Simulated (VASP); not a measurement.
AlN:

```
Al N
1.0
     3.11310    0.00000    0.00000
    -1.55655    2.69603    0.00000
     0.00000    0.00000    4.98181
Al N
2 2
Direct
  0.33333 0.66667 0.99899
  0.66667 0.33333 0.49899
  0.33333 0.66667 0.38101
  0.66667 0.33333 0.88101
```

Program: VASP 6.6.1. Alike in all runs: task band structure; potentials or basis VASP PAW PBE potentials, release 64 (Al, N); no spin polarisation; cell as given; k mesh 6 × 6 × 4; cutoff (eV) 520; smearing gaussian 0.03 eV.

Q: Order these runs on this cell by their band gap on the k mesh, lowest first.
A. level PBE0; exchange at q = 0 truncated
B. level PBE-EpsX; exchange at q = 0 truncated; share of exact exchange 0.2218
C. level HSE06; screening parameter 0.2 1/A

A: C (5.56 eV), B (6.03 eV), A (6.27 eV).

Runs at the PBE level aren't shown here.
